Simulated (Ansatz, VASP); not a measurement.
AlN: VASP beside Ansatz

```
CELL_PARAMETERS angstrom
-2.02262 -2.02262 0.00000
2.02262 -2.02262 0.00000
0.00000 0.00000 11.83573
ATOMIC_POSITIONS crystal
Al 0.00000 0.00000 0.08543
Al 0.50000 0.50000 0.25632
Al 0.00000 0.00000 0.42721
Al 0.50000 0.50000 0.59810
Al 0.00000 0.00000 0.76899
Al 0.50000 0.50000 0.93988
N 0.50000 0.50000 0.08543
N 0.00000 0.00000 0.25632
N 0.50000 0.50000 0.42721
N 0.00000 0.00000 0.59810
N 0.50000 0.50000 0.76899
N 0.00000 0.00000 0.93988
```

Alike in both runs: task single point; functional PBEsol; k mesh 8 × 8 × 2; occupations gaussian, width 0.05 eV; no spin polarisation.

```csv
,VASP,Ansatz
version,VASP 6.6.1,Ansatz 0.2.0
potentials or method,"VASP PAW PBE potentials, release 64 (Al, N)","scalar-relativistic, plane waves, PAW"
plane-wave cutoff (eV),520,420
valence electrons in the cell,48,48
```

```csv
,VASP,Ansatz,Ansatz less VASP
gap on the k mesh at the Fermi level (eV),4.59,4.59,+0.007
least direct gap on the mesh (eV),4.59,4.59,+0.007
pressure (GPa),11.4,11.4,-0.02
largest component of the traceless stress (GPa),13.19,12.97,-0.215
rms of the force components (eV/Å),1.484,1.462,-0.0214
```

Atom by atom the forces differ by 0.021 eV/Å (rms over components). The functional is the same, so the differences come from potentials, cutoffs and numerics.

Caveats: the PAW data sets were made with another functional, which shifts forces and pressure a little (VASP). A k mesh can miss the band edges.
